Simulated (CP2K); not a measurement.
**InAs under changes of volume**

One of the cells (23.821 Å³/atom); the others are scaled copies at fixed shape and fractional positions:

```
In As
1.0
     4.06912    0.00000    0.00000
     2.03456    3.52396    0.00000
     2.03456    1.17465    3.32242
In As
1 1
Direct
  0.50000 0.50000 0.50000
  0.00000 0.00000 0.00000
```

Measurements of this composition are mostly on another form, of space group No. 216.

* Program: CP2K 2026.2
* Functional: PBEsol
* Potentials or basis: POTENTIAL_UZH In GTH-PBE-q13, As GTH-PBE-q5; TZVP-MOLOPT-PBE-GTH basis
* Density cutoff: 6123 eV
* k mesh: 8 × 8 × 8
* Occupations: fermi-dirac, width 0.01 eV
* Spin: no spin polarisation

| volume (Å³/atom) | energy over the lowest point (meV/atom) | pressure (GPa) |
| --- | --- | --- |
| 22.392 | 4.14 | 2.2 |
| 22.868 | 0.00 | 0.6 |
| 23.344 | ? | ? |
| 23.821 | 4.83 | -2.1 |
| 24.297 | 12.84 | -3.2 |
| 24.774 | 24.01 | -4.2 |
| 25.250 | 37.97 | -5.1 |

Question: What does the run at 23.344 Å³/atom give?

Answer: Energy over the lowest point 0.40 meV/atom; pressure -0.8 GPa.

Worked out: A Birch-Murnaghan fit of order 3 (a polynomial in V^(-2/3)) to the other rows has its minimum at 23.06 Å³/atom with B0 = V·E''(V) = 70 GPa and B' = 4.9. It gives 0.40 meV/atom at 23.344 Å³/atom, against the run's 0.40, and -dE/dV = -0.8 GPa, against -0.8.

Energies are extrapolated to zero smearing.

Caveats: the potentials were made for another functional, which shifts forces and pressure; the basis of atomic orbitals isn't converged, which shifts pressures, moduli and gaps.
